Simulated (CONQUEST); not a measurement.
# Ag (Fm-3m) in CONQUEST: a series of runs

The runs below take Ag through single point, with PBE.

All numbers are computed with CONQUEST 1.3; they aren't measurements. Logs are shortened: lines on timing, memory, paths and dates and some standing lists are left out, and cuts for length are marked.

## (1) The undisturbed crystal

It takes space group Fm-3m (No. 225, cubic). The conventional cell has a = 4.086 Å, b = 4.086 Å, c = 4.086 Å, α = 90.00°, β = 90.00°, γ = 90.00°. Ag (site symmetry m-3m) is surrounded by 12 Ag at 2.89 Å.

## (2) Single point, PBE (atoms of the box moved at random, drawn with an rms of 0.05 Å)

The input, Conquest_input:

```
IO.Title Ag
IO.Coordinates coords.dat
IO.FractionalAtomicCoords T
IO.Iprint 2
IO.Iprint_init 1
General.NumberOfSpecies 1
General.PseudopotentialType hamann
AtomMove.TypeOfRun static
AtomMove.FullStress T
Grid.GridCutoff 60
DM.SolutionMethod diagon
Diag.MPMesh T
Diag.GammaCentred T
Diag.MPMeshX 9
Diag.MPMeshY 9
Diag.MPMeshZ 7
Diag.kT 0.00183747
minE.SCTolerance 1e-6
SC.MaxIters 100
IO.AtomChargeOutput T
%block ChemicalSpeciesLabel
1 107.870 Ag
%endblock
```

The input, coords.dat:

```
    5.4592009926     0.0000000000     0.0000000000
    0.0000000000     5.4592009926     0.0000000000
    0.0000000000     0.0000000000     7.7204760822
2
  0.0060190000   0.0075130000   0.0110630000 1 T T T
  0.5184570000   0.5036380000   0.5100600000 1 T T T
```

Potentials or basis: PseudoDojo NC PBE, DZP, grid cutoff 60 Ha.

Command:

```
$ Conquest
```

Output:

```text
Simulation cell dimensions:     5.4592 a0 x     5.4592 a0 x     7.7205 a0

      Atomic coordinates (a0)
         Atom         X         Y         Z  Species
            1    0.0329    0.0410    0.0854        1
            2    2.8304    2.7495    3.9379        1

         Monkhorst-Pack mesh:   9 x   9 x   7 gamma-centred
        This calculation includes non-local pseudopotentials,
         with a maximum core radius of      7.33347369

    Job title: Ag
    Job to be run: static calculation

[... 5 lines left out ...]
      Using Fermi-Dirac smearing

    Integration grid size:     20 x   20 x   32

    Integration grid spacing:  0.273 a0 x 0.273 a0 x 0.241 a0

    Number of species:  1
    --------------------------------------------------------
    |   #  mass (au)  Charge (e)  SF Rad (a0)  NSF  Label  |
    --------------------------------------------------------
    |   1    107.870      19.000        7.643   19  Ag     |
    --------------------------------------------------------
          SCF tolerance:                 0.00000100
          SCF iterations:               100

    The functional used will be GGA PBE96

           radial cut-off to be used is taken to be max PAO cut-off radius for this species:    7.333474

           greatest ang. mom. for making density from PAOs:  2
    Minimum blocs/proc is      200. Maximum blocs/proc is      200
    set_atom_dens: In set_atomic_density, electrons :      38.000000000000
 matrix_size & matrix_size_padH =           38          38

    Screened ion int: energy:    -256.731785707982 Ha

    new_SC_potl: Starting.  Tolerance:  0.10000E-05

    PulayMixSC: Starting Pulay mixing, A_up =  0.500 A_dn =  0.500
    PulayMixSC: Spin non-polarised calculation.
          Harris-Foulkes Energy            :      -310.045533583169629 Ha
          GroundState Energy (E-(1/2)TS)   :      -310.045604944367994 Ha
          Free Energy (E-TS)               :      -310.045676305566417 Ha
          DFT Total Energy                 :      -309.994318540022050 Ha
          Total number of electrons        :        38.000000000000071
    PulayMixSC: Pulay iteration     1 residual:              0.30080E-02
          Harris-Foulkes Energy            :      -310.023409424128772 Ha
          GroundState Energy (E-(1/2)TS)   :      -310.023463274104074 Ha
          Free Energy (E-TS)               :      -310.023517124079433 Ha
          DFT Total Energy                 :      -310.022477785321712 Ha
          Total number of electrons        :        38.000016934081316
    PulayMixSC: Pulay iteration     2 residual:              0.57779E-03
          Harris-Foulkes Energy            :      -310.022952041281485 Ha
          GroundState Energy (E-(1/2)TS)   :      -310.023004614528418 Ha
          Free Energy (E-TS)               :      -310.023057187775350 Ha
          DFT Total Energy                 :      -310.022909202035407 Ha
          Total number of electrons        :        38.000025285457646
    PulayMixSC: Pulay iteration     3 residual:              0.20805E-03
          Harris-Foulkes Energy            :      -310.022911938555808 Ha
          GroundState Energy (E-(1/2)TS)   :      -310.022964699189174 Ha
          Free Energy (E-TS)               :      -310.023017459822540 Ha
          DFT Total Energy                 :      -310.022911611893733 Ha
          Total number of electrons        :        38.000034750196740
    PulayMixSC: Pulay iteration     4 residual:              0.84441E-05
          Harris-Foulkes Energy            :      -310.022911625683605 Ha
          GroundState Energy (E-(1/2)TS)   :      -310.022964438814881 Ha
          Free Energy (E-TS)               :      -310.023017251946214 Ha
          DFT Total Energy                 :      -310.022911386211319 Ha
          Total number of electrons        :        38.000034255493397
    PulayMixSC: Pulay iteration     5 residual:              0.64691E-05
          Harris-Foulkes Energy            :      -310.022911530456497 Ha
          GroundState Energy (E-(1/2)TS)   :      -310.022964325921180 Ha
          Free Energy (E-TS)               :      -310.023017121385863 Ha
          DFT Total Energy                 :      -310.022911511603695 Ha
          Total number of electrons        :        38.000033695219521
    PulayMixSC: Pulay iteration     6 residual:              0.17940E-05
          Harris-Foulkes Energy            :      -310.022911710122003 Ha
          GroundState Energy (E-(1/2)TS)   :      -310.022964498733359 Ha
          Free Energy (E-TS)               :      -310.023017287344715 Ha
          DFT Total Energy                 :      -310.022911710119388 Ha
          Total number of electrons        :        38.000033283112444
    PulayMixSC: Pulay iteration     7 residual:              0.31927E-07
    PulayMixSC: Reached SCF tolerance of  0.31927E-07 after      7 iterations
      | Number of electrons      =        38.000033
      |* band energy as 2Tr[K.H] =       -47.675863377152467 Ha
      |  screened ion-ion energy =      -256.731785707981999 Ha
      |  Ha correction           =         1.941706271611015 Ha
      |  XC correction           =        -7.556969168196389 Ha
      | GS Energy as E-(1/2)TS   =      -310.022964498733359 Ha
      | Free Energy as E-TS      =      -310.023017287344715 Ha
      |* Harris-Foulkes energy   =      -310.022911710122003 Ha
      |* DFT total energy        =      -310.022911710119388 Ha
      |  estimated accuracy      =        -0.000000000002615 Ha

    force: Forces on atoms (Ha/a0)
    force:  Atom   X              Y              Z
    force:     1   0.0004164277  -0.0026406836   0.0025468207
    force:     2  -0.0039494795   0.0000924296   0.0037563188

    force: Maximum force :        0.00394948(Ha/a0) on atom         2 in x direction
    force: Force Residual:        0.00465563 Ha/a0
    force: Total stress:         -7.04449230    -0.16784238     0.00896257 GPa
                            -0.16784238    -6.92848961    -0.01676236
                             0.00896257    -0.01676236    -5.97906011
    force: Average pressure:      6.65068067 GPa

    force: Finished force
    get_E_and_F: Change in energy during last step of electronic optimisation: -0.17967E-06

    BIBLIOGRAPHY: Please consider citing the following references in the conquest.bib file

    CONQUEST:         Bowler2002pt, Miyazaki2004, Nakata2020
    Basis:            Bowler2019
    DM:               Bowler:2006xr
    Pseudopotentials: Hamann2013, Bowler2019
    XC functional:    Perdew1996
```

Run time: 69 s. Hardware: 1 thread of AMD EPYC 7R13 (Zen 3), shared host; peak memory 0.22 GiB.

Results:

```
Pressure               : 6.7 GPa
Band gap on the k mesh : none (metal or under the smearing width)
```

Levels at points of the mesh, in eV from the Fermi level:
| k point | band 16 | band 17 | band 18 | band 19 | band 20 | band 21 | band 22 | band 23 |
| --- | --- | --- | --- | --- | --- | --- | --- | --- |
| (0.00, 0.00, 0.00) | -3.90 | -3.13 | -2.90 | -2.90 | 1.70 | 6.86 | 12.99 | 13.00 |

Caveat: the box holds several primitive cells, so bands are folded and the points are those of the box's own zone; the real-space grid is too coarse here: the forces don't sum to zero and aren't listed, and the energy moves when atoms move against the grid; the basis of atomic orbitals isn't converged, which shifts pressures, moduli and gaps.

## (3) Single point, PBE (atoms of the box moved at random, drawn with an rms of 0.05 Å)

Conquest_input, as its differences from that of step 2:

```diff
@@ -9,3 +9,3 @@
 AtomMove.FullStress T
-Grid.GridCutoff 60
+Grid.GridCutoff 80
 DM.SolutionMethod diagon
```

The input, coords.dat:

```
    5.4592009926     0.0000000000     0.0000000000
    0.0000000000     5.4592009926     0.0000000000
    0.0000000000     0.0000000000     7.7204760822
2
  0.0021330000   0.0015560000   0.0058640000 1 T T T
  0.5093990000   0.4924810000   0.5039170000 1 T T T
```

Potentials or basis: PseudoDojo NC PBE, DZP, grid cutoff 80 Ha.

Command:

```
$ Conquest
```

Run time: 61 s. Hardware: 1 thread of AMD EPYC 7R13 (Zen 3), shared host; peak memory 0.29 GiB.

The run converged. Its results:

```
Pressure               : 5.6 GPa
Band gap on the k mesh : none (metal or under the smearing width)
```

Caveat: the real-space grid is too coarse here: the forces don't sum to zero and aren't listed, and the energy moves when atoms move against the grid; the basis of atomic orbitals isn't converged, which shifts pressures, moduli and gaps.

## (4) Single point, PBE (atoms of the box moved at random, drawn with an rms of 0.05 Å)

Conquest_input, as its differences from that of step 3:

```diff
@@ -9,3 +9,3 @@
 AtomMove.FullStress T
-Grid.GridCutoff 80
+Grid.GridCutoff 100
 DM.SolutionMethod diagon
```

The input, coords.dat:

```
    5.4592009926     0.0000000000     0.0000000000
    0.0000000000     5.4592009926     0.0000000000
    0.0000000000     0.0000000000     7.7204760822
2
  0.0022780000  -0.0022470000  -0.0039910000 1 T T T
  0.4798190000   0.5145200000   0.4988370000 1 T T T
```

Potentials or basis: PseudoDojo NC PBE, DZP, grid cutoff 100 Ha.

Command:

```
$ Conquest
```

Run time: 74 s. Hardware: 1 thread of AMD EPYC 7R13 (Zen 3), shared host; peak memory 0.49 GiB.

Results (log left out):

```yaml
Free_energy: -8436.1155 eV
Pressure: 5.7 GPa
Largest_force: 0.241 eV/Å
Band_gap_on_the_k_mesh: none (metal or under the smearing width)
```

Forces in eV/Å, atoms in the order of the input:
```
Ag  -0.178  0.132  0.087
Ag   0.180 -0.141 -0.075
```

Levels at points of the mesh, in eV from the Fermi level:
```
           k point  band 16  band 17  band 18  band 19  band 20  band 21  band 22  band 23
(0.00, 0.00, 0.00)    -3.89    -3.14    -2.91    -2.89     1.71     6.86    12.99    13.00
```

Caveat: the box holds several primitive cells, so bands are folded and the points are those of the box's own zone; the basis of atomic orbitals isn't converged, which shifts pressures, moduli and gaps.

## (5) Single point, PBE (atoms of the box moved at random, drawn with an rms of 0.05 Å)

Conquest_input, as its differences from that of step 4:

```diff
@@ -9,3 +9,3 @@
 AtomMove.FullStress T
-Grid.GridCutoff 100
+Grid.GridCutoff 150
 DM.SolutionMethod diagon
```

The input, coords.dat:

```
    5.4592009926     0.0000000000     0.0000000000
    0.0000000000     5.4592009926     0.0000000000
    0.0000000000     0.0000000000     7.7204760822
2
 -0.0071310000   0.0002930000   0.0050450000 1 T T T
  0.4813870000   0.5033640000   0.5001620000 1 T T T
```

Potentials or basis: PseudoDojo NC PBE, DZP, grid cutoff 150 Ha.

Command:

```
$ Conquest
```

Output:

```text
Simulation cell dimensions:     5.4592 a0 x     5.4592 a0 x     7.7205 a0

      Atomic coordinates (a0)
         Atom         X         Y         Z  Species
            1    5.4203    0.0016    0.0389        1
            2    2.6280    2.7480    3.8615        1

         Monkhorst-Pack mesh:   9 x   9 x   7 gamma-centred
        This calculation includes non-local pseudopotentials,
         with a maximum core radius of      7.33347369

    Job title: Ag
    Job to be run: static calculation

[... 5 lines left out ...]
      Using Fermi-Dirac smearing

    Integration grid size:     32 x   32 x   48

    Integration grid spacing:  0.171 a0 x 0.171 a0 x 0.161 a0

    Number of species:  1
    --------------------------------------------------------
    |   #  mass (au)  Charge (e)  SF Rad (a0)  NSF  Label  |
    --------------------------------------------------------
    |   1    107.870      19.000        7.506   19  Ag     |
    --------------------------------------------------------
          SCF tolerance:                 0.00000100
          SCF iterations:               100

    The functional used will be GGA PBE96

           radial cut-off to be used is taken to be max PAO cut-off radius for this species:    7.333474

           greatest ang. mom. for making density from PAOs:  2
    Minimum blocs/proc is      768. Maximum blocs/proc is      768
    set_atom_dens: In set_atomic_density, electrons :      38.000000000000
 matrix_size & matrix_size_padH =           38          38

    Screened ion int: energy:    -256.731505023381 Ha

    new_SC_potl: Starting.  Tolerance:  0.10000E-05

    PulayMixSC: Starting Pulay mixing, A_up =  0.500 A_dn =  0.500
    PulayMixSC: Spin non-polarised calculation.
          Harris-Foulkes Energy            :      -310.044319314899951 Ha
          GroundState Energy (E-(1/2)TS)   :      -310.044390791969647 Ha
          Free Energy (E-TS)               :      -310.044462269039343 Ha
          DFT Total Energy                 :      -309.992981255530708 Ha
          Total number of electrons        :        37.999999999999837
    PulayMixSC: Pulay iteration     1 residual:              0.30115E-02
          Harris-Foulkes Energy            :      -310.022145550700941 Ha
          GroundState Energy (E-(1/2)TS)   :      -310.022199481517930 Ha
          Free Energy (E-TS)               :      -310.022253412334976 Ha
          DFT Total Energy                 :      -310.021209774071906 Ha
          Total number of electrons        :        38.000014385810225
    PulayMixSC: Pulay iteration     2 residual:              0.57845E-03
          Harris-Foulkes Energy            :      -310.021686271335511 Ha
          GroundState Energy (E-(1/2)TS)   :      -310.021738928328148 Ha
          Free Energy (E-TS)               :      -310.021791585320727 Ha
          DFT Total Energy                 :      -310.021643458861263 Ha
          Total number of electrons        :        38.000020795039838
    PulayMixSC: Pulay iteration     3 residual:              0.20813E-03
          Harris-Foulkes Energy            :      -310.021646491293211 Ha
          GroundState Energy (E-(1/2)TS)   :      -310.021699337821133 Ha
          Free Energy (E-TS)               :      -310.021752184349111 Ha
          DFT Total Energy                 :      -310.021646166939377 Ha
          Total number of electrons        :        38.000027310252378
    PulayMixSC: Pulay iteration     4 residual:              0.84438E-05
          Harris-Foulkes Energy            :      -310.021646512177824 Ha
          GroundState Energy (E-(1/2)TS)   :      -310.021699398395810 Ha
          Free Energy (E-TS)               :      -310.021752284613797 Ha
          DFT Total Energy                 :      -310.021646460394436 Ha
          Total number of electrons        :        38.000028120219667
    PulayMixSC: Pulay iteration     5 residual:              0.34420E-05
          Harris-Foulkes Energy            :      -310.021646209739174 Ha
          GroundState Energy (E-(1/2)TS)   :      -310.021699085457215 Ha
          Free Energy (E-TS)               :      -310.021751961175255 Ha
          DFT Total Energy                 :      -310.021646208953484 Ha
          Total number of electrons        :        38.000029348061780
    PulayMixSC: Pulay iteration     6 residual:              0.32562E-06
    PulayMixSC: Reached SCF tolerance of  0.32562E-06 after      6 iterations
      | Number of electrons      =        38.000029
      |* band energy as 2Tr[K.H] =       -47.677681338587306 Ha
      |  screened ion-ion energy =      -256.731505023381260 Ha
      |  Ha correction           =         1.943931788153332 Ha
      |  XC correction           =        -7.556386091137909 Ha
      | GS Energy as E-(1/2)TS   =      -310.021699085457215 Ha
      | Free Energy as E-TS      =      -310.021751961175255 Ha
      |* Harris-Foulkes energy   =      -310.021646209739174 Ha
      |* DFT total energy        =      -310.021646208953484 Ha
      |  estimated accuracy      =        -0.000000000785690 Ha

    force: Forces on atoms (Ha/a0)
    force:  Atom   X              Y              Z
    force:     1  -0.0021955931   0.0004522648  -0.0024101596
    force:     2   0.0019518896  -0.0004898441   0.0025998471

    force: Maximum force :        0.00259985(Ha/a0) on atom         2 in z direction
    force: Force Residual:        0.00328961 Ha/a0
    force: Total stress:         -5.47637695    -0.02021113    -0.05880381 GPa
                            -0.02021113    -5.56760599     0.01576986
                            -0.05880381     0.01576986    -5.90505742
    force: Average pressure:      5.64968012 GPa

    force: Finished force
    get_E_and_F: Change in energy during last step of electronic optimisation:  0.30244E-06

    BIBLIOGRAPHY: Please consider citing the following references in the conquest.bib file

    CONQUEST:         Bowler2002pt, Miyazaki2004, Nakata2020
    Basis:            Bowler2019
    DM:               Bowler:2006xr
    Pseudopotentials: Hamann2013, Bowler2019
    XC functional:    Perdew1996
```

Run time: 76 s. Hardware: 1 thread of AMD EPYC 7R13 (Zen 3), shared host; peak memory 0.57 GiB.

Results:

```
Free energy            : -8436.1216 eV
Pressure               : 5.6 GPa
Largest force          : 0.169 eV/Å
Band gap on the k mesh : none (metal or under the smearing width)
```

Forces in eV/Å, atoms in the order of the input:
```
Ag  -0.113  0.023 -0.124
Ag   0.100 -0.025  0.134
```

Levels at points of the mesh, in eV from the Fermi level:
| k point | band 17 | band 18 | band 19 | band 20 | band 21 | band 22 |
| --- | --- | --- | --- | --- | --- | --- |
| (0.00, 0.00, 0.00) | -3.13 | -2.90 | -2.90 | 1.70 | 6.86 | 12.99 |

Caveat: the box holds several primitive cells, so bands are folded and the points are those of the box's own zone; the basis of atomic orbitals isn't converged, which shifts pressures, moduli and gaps.
